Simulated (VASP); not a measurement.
# Cd (P6_3/mmc) in VASP: further runs

Aim: see how the results for Cd move with the level of theory and the settings. Levels: PBEsol, LDA. Tasks: electric field gradients.

All numbers are computed with VASP 6.6.1; they aren't measurements. Logs are shortened: lines on timing, memory, paths and dates and some standing lists are left out, and cuts for length are marked.

### Step 1. The structure

The structure is hexagonal, space group P6_3/mmc (No. 194). The conventional cell has a = 2.979 Å, b = 2.979 Å, c = 5.618 Å, α = 90.00°, β = 90.00°, γ = 120.00°. Cd (site symmetry -6m2) is surrounded by 12 Cd at 2.98 to 3.29 Å.

### Step 2. Electric field gradients, PBEsol

Input file INCAR:

```
  PREC = Accurate
  ENCUT = 300
  EDIFF = 1E-7
  ISMEAR = -1
  SIGMA = 0.05
  LREAL = F
  LASPH = T
  NELM = 60
  ALGO = Fast
  ISIF = 2
  LWAVE = F
  LCHARG = F
  GGA = PS
  LEFG = T
```

Input file KPOINTS:

```
Automatic mesh
0
Gamma
  13 13 6
```

Input file POSCAR:

```
Cd
1.0
    2.9788700000      0.0000000000      0.0000000000
   -1.4894350000      2.5797770946      0.0000000000
    0.0000000000      0.0000000000      5.6176500000
Cd
2
Direct
    0.3333333333      0.6666666667      0.2500000000
    0.6666666667      0.3333333333      0.7500000000
```

Potentials or basis: VASP PAW PBE potentials, release 64 (Cd).

Run with:

```bash
$ cat potpaw_PBE.64/Cd/POTCAR > POTCAR
$ mpirun -np 1 vasp_std > vasp.out
```

OUTCAR:

```text
PREC = Accurate
   ENCUT = 300
   EDIFF = 1E-7
   ISMEAR = -1
   LREAL = F
   LASPH = T
   NELM = 60
   ISIF = 2
   GGA = PS

 ion  position               nearest neighbor table
   1  0.333  0.667  0.250-   2 3.29   2 3.29   2 3.29   2 3.29   2 3.29   2 3.29
   2  0.667  0.333  0.750-   1 3.29   1 3.29   1 3.29   1 3.29   1 3.29   1 3.29

  LATTYP: Found a hexagonal cell.
 ALAT       =     2.9788700000
 C/A-ratio  =     1.8858325472

  Lattice vectors:

 A1 = (   2.9788700000,   0.0000000000,   0.0000000000)
 A2 = (  -1.4894350000,   2.5797770946,   0.0000000000)
 A3 = (   0.0000000000,   0.0000000000,   5.6176500000)

Analysis of symmetry for initial positions (statically):
=====================================================================
 Subroutine PRICEL returns:
 Original cell was already a primitive cell.

 Routine SETGRP: Setting up the symmetry group for a
 hexagonal supercell.

 Subroutine GETGRP returns: Found 24 space group operations
 (whereof 12 operations were pure point group operations)
 out of a pool of 24 trial point group operations.

The static configuration has the point symmetry D_3d.
 The point group associated with its full space group is D_6h.

Analysis of symmetry for dynamics (positions and initial velocities):
=====================================================================
 Subroutine PRICEL returns:
 Original cell was already a primitive cell.

 Routine SETGRP: Setting up the symmetry group for a
 hexagonal supercell.

 Subroutine GETGRP returns: Found 24 space group operations
 (whereof 12 operations were pure point group operations)
 out of a pool of 24 trial point group operations.

The dynamic configuration has the point symmetry D_3d.
 The point group associated with its full space group is D_6h.

 Subroutine INISYM returns: Found 24 space group operations
 (whereof 12 operations are pure point group operations),
 and found     1 'primitive' translations

----------------------------------------------------------------------------------------

                                     Primitive cell

  volume of cell :      43.1706

  direct lattice vectors                    reciprocal lattice vectors
     2.978870000  0.000000000  0.000000000     0.335697765  0.193815195  0.000000000
    -1.489435000  2.579777095  0.000000000     0.000000000  0.387630389  0.000000000
     0.000000000  0.000000000  5.617650000     0.000000000  0.000000000  0.178010378

  length of vectors
     2.978870000  2.978870000  5.617650000     0.387630390  0.387630389  0.178010378

  position of ions in fractional coordinates (direct lattice)
     0.333333333  0.666666667  0.250000000
     0.666666667  0.333333333  0.750000000

  ion indices of the primitive-cell ions
   primitive index   ion index
                 1           1
                 2           2

----------------------------------------------------------------------------------------

 KPOINTS: Automatic mesh

Automatic generation of k-mesh.
 Grid dimensions read from file:
 generate k-points for:   13   13    6

 Generating k-lattice:

  Cartesian coordinates                     Fractional coordinates (reciprocal lattice)
     0.025822905  0.014908861  0.000000000     0.076923077  0.000000000  0.000000000
     0.000000000  0.029817722  0.000000000     0.000000000  0.076923077  0.000000000
     0.000000000  0.000000000  0.029668396     0.000000000  0.000000000  0.166666667

  Length of vectors
     0.029817722  0.029817722  0.029668396

  Shift w.r.t. Gamma in fractional coordinates (k-lattice)
     0.000000000  0.000000000  0.000000000

 Subroutine IBZKPT returns following result:
 ===========================================

 Found     84 irreducible k-points:

 Following reciprocal coordinates:
            Coordinates               Weight
  0.000000  0.000000  0.000000      1.000000
  0.076923  0.000000  0.000000      6.000000
  0.153846  0.000000  0.000000      6.000000
  0.230769  0.000000  0.000000      6.000000
  0.307692  0.000000  0.000000      6.000000
  0.384615  0.000000  0.000000      6.000000
[... 16 lines left out ...]
  0.076923  0.000000  0.166667     12.000000
  0.153846  0.000000  0.166667     12.000000
 [... further k-points ...]
   k-points           NKPTS =     84   k-points in BZ     NKDIM =     84   number of bands    NBANDS=     16
   number of dos      NEDOS =    301   number of ions     NIONS =      2
   total plane-waves  NPLWV =  10368
   dimension x,y,z NGX =    18 NGY =   18 NGZ =   32
   dimension x,y,z NGXF=    36 NGYF=   36 NGZF=   64
   ions per type =               2
   NGX,Y,Z   is equivalent  to a cutoff of  10.05, 10.05,  9.47 a.u.
   NGXF,Y,Z  is equivalent  to a cutoff of  20.09, 20.09, 18.94 a.u.
 SYSTEM =  unknown system
   PREC   = accura    normal or accurate (medium, high low for compatibility)
   ISTART =      0    job   : 0-new  1-cont  2-samecut
   ICHARG =      2    charge: 1-file 2-atom 10-const
   ISPIN  =      1    spin polarized calculation?
   LNONCOLLINEAR =      F non collinear calculations
   LSORBIT =      F    spin-orbit coupling
   LASPH  =      T    aspherical Exc in radial PAW
   ENCUT  =  300.0 eV  22.05 Ry    4.70 a.u.   4.21  4.21  7.93*2*pi/ulx,y,z
   NELM   =     60;   NELMIN=  2; NELMDL= -5     # of ELM steps
   EDIFF  = 0.1E-06   stopping-criterion for ELM
   LREAL  =      F    real-space projection
   EDIFFG = 0.1E-05   stopping-criterion for IOM
   NSW    =      0    number of steps for IOM
   IBRION =     -1    ionic relax: 0-MD 1-quasi-New 2-CG
   NFREE  =      0    steps in history (QN), initial steepest desc. (CG)
   ISIF   =      2    stress and relaxation
   ISYM   =      2    0-nonsym 1-usesym 2-fastsym
   POTIM  = 0.5000    time-step for ionic-motion
   TEBEG  =    0.0;   TEEND  =   0.0 temperature during run
   PSTRESS=    0.0 pullay stress
   NELECT =      24.0000    total number of electrons
   NUPDOWN=      -1.0000    fix difference up-down
   EMIN   =  10.00;   EMAX   =-10.00  energy-range for DOS
   EFERMI =   0.00;   METHOD = LEGACY
   ISMEAR =    -1;   SIGMA  =   0.05  broadening in eV -4-tet -1-fermi 0-gaus
   EFERMI_NEDOS =   21; number of points for ismear=-14 and -15
   IALGO  =     68    algorithm
   IMIX   =      4    mixing-type and parameters
     AMIX     =   0.40;   BMIX     =  1.00
     AMIX_MAG =   1.60;   BMIX_MAG =  1.00
  volume/ion in A,a.u.               =      21.59       145.66
  Fermi-wavevector in a.u.,A,eV,Ry     =   1.346116  2.543790 24.654136  1.812028
  Thomas-Fermi vector in A             =   2.473974
   LORBIT       =      0    0 simple, 1 ext, 2 COOP (PROOUT), +10 PAW based schemes
   GGA     = PS    functional components
   LHFCALC =     F    Hartree Fock is set to
   AEXX    =    0.0000 exact exchange contribution
   IVDW    =     0    specifies the selected vdW correction
   LEPSILON=     F    determine dielectric tensor
   LRPA    =     F    only Hartree local field effects (RPA)
 non-spin polarized calculation
 RMM-DIIS sequential band-by-band and
  energy-cutoff  :      300.00
  volume of cell :       43.17
 maximum number of plane-waves:       520
 NGX is ok and might be reduce to    18
   NGX =  9   NGY =  9   NGZ = 15

 number of electron      24.0000034 magnetization

 Free energy of the ion-electron system (eV)
  ---------------------------------------------------
  ext. energy  EPLUGINS =         0.00000000
  ---------------------------------------------------
  free energy    TOTEN  =        -2.41457194 eV

  energy without entropy =       -2.41065179  energy(sigma->0) =       -2.41261186

 E-fermi :   2.7893     XC(G=0): -11.2121

 val. band max:        2.7013976443   @ k =   0.3846   0.2308   0.5000
 cond. band min:       2.7950881215   @ k =   0.3077   0.0000   0.0000
 fundamental gap:      0.0936904772
 Fermi energy:         2.7892554407

 k-point     1 :       0.0000    0.0000    0.0000
  band No.  band energies     occupation
      1      -7.0337      2.00000
      2      -6.7644      2.00000
      3      -6.3824      2.00000
      4      -6.3824      2.00000
      5      -6.3302      2.00000
      6      -6.3302      2.00000
[... 8 lines left out ...]
     15      17.2438      0.00000
     16      17.6407      0.00000
[... 419 lines left out ...]
 k-point    24 :       0.1538    0.0000    0.1667
  band No.  band energies     occupation
      1      -6.8313      2.00000
      2      -6.6178      2.00000
      3      -6.4650      2.00000
      4      -6.3705      2.00000
      5      -6.1758      2.00000
      6      -6.1350      2.00000
[... 8 lines left out ...]
     15      12.5203      0.00000
     16      15.1380      0.00000

 [... further k-points ...]

------------------------ aborting loop because EDIFF is reached ----------------------------------------

  FORCE on cell =-STRESS in cart. coord.  units (eV):
  Direction    XX          YY          ZZ          XY          YZ          ZX
  --------------------------------------------------------------------------------------
  -------------------------------------------------------------------------------------
  Total       -0.3227051     -0.3227051     -0.4381159      0.0000000      0.0000000      0.0000000
  in kB      -11.9764484    -11.9764484    -16.2596504      0.0000000      0.0000000      0.0000000
  external PRESSURE =     -13.4041824 kB  Pullay stress =       0.0000000 kB

 VOLUME and BASIS-vectors are now :
 -----------------------------------------------------------------------------
  energy-cutoff  :      300.00
  volume of cell :       43.17
      direct lattice vectors                 reciprocal lattice vectors
     2.978870000  0.000000000  0.000000000     0.335697765  0.193815195  0.000000000
    -1.489435000  2.579777095  0.000000000     0.000000000  0.387630389  0.000000000
     0.000000000  0.000000000  5.617650000     0.000000000  0.000000000  0.178010378

 POSITION                                       TOTAL-FORCE (eV/Angst)
 -----------------------------------------------------------------------------------
     -0.00000      1.71985      1.40441         0.000000      0.000000     -0.000000
      1.48944      0.85993      4.21324         0.000000      0.000000      0.000000
 -----------------------------------------------------------------------------------
    total drift:                               -0.000000      0.000000      0.000000

  FREE ENERGIE OF THE ION-ELECTRON SYSTEM (eV)
  ---------------------------------------------------
  free  energy   TOTEN  =        -2.4145719362 eV

  energy  without entropy=       -2.4106517899  energy(sigma->0) =       -2.41261186

 Electric field gradients (V/A^2)
---------------------------------------------------------------------
 ion       V_xx      V_yy      V_zz      V_xy      V_xz      V_yz
---------------------------------------------------------------------
   1     -39.711   -39.711    79.421    -0.000     0.000    -0.000
   2     -39.711   -39.711    79.421    -0.000    -0.000     0.000
---------------------------------------------------------------------

 Electric field gradients after diagonalization (V/A^2)
 (convention: |V_zz| > |V_xx| > |V_yy|)
----------------------------------------------------------------------
 ion       V_xx      V_yy      V_zz     asymmetry (V_yy - V_xx)/ V_zz
----------------------------------------------------------------------
   1     -39.711   -39.710    79.421       0.000
   2     -39.711   -39.710    79.421       0.000
----------------------------------------------------------------------

           NMR quadrupolar parameters

 Cq : quadrupolar parameter    Cq=e*Q*V_zz/h
 eta: asymmetry parameters     (V_yy - V_xx)/ V_zz
 Q  : nuclear electric quadrupole moment in mb (millibarn)
----------------------------------------------------------------------
 ion       Cq(MHz)       eta       Q (mb)
----------------------------------------------------------------------
   1       0.192       0.000       1.000
   2       0.192       0.000       1.000
----------------------------------------------------------------------
```

Run time: 19 s. Hardware: 1 thread of Intel Xeon Platinum 8375C at 2.90GHz (Ice Lake), shared host; peak memory 0.14 GiB.

Results:

```yaml
Free_energy: -2.4146 eV
Band_gap_on_the_k_mesh: none (metal or under the smearing width)
```

Levels at points of the mesh, in eV from the Fermi level:
```tsv
k point	band 8	band 9	band 10	band 11	band 12	band 13	band 14	band 15	band 16
(0.00, 0.00, 0.00)	-8.64	-8.64	-8.39	-8.39	-3.07	-3.03	10.54	14.45	14.85
(0.00, 0.00, 0.50)	-8.49	-8.49	-8.49	-7.39	-7.39	3.70	3.70	14.78	14.78
```

Electric field gradients, principal values (V/Å²):
```tsv
atom	Vxx	Vyy	Vzz
1 Cd	-39.710	-39.711	79.421
2 Cd	-39.710	-39.711	79.421
```

Caveat: the cutoff is under 1.25 times the usual one of these potentials, so pressure, stress and relaxed cells hold a basis-set (Pulay) error; the PAW data sets were made with another functional, which shifts forces and pressure a little.

[end of part 1 of 2]
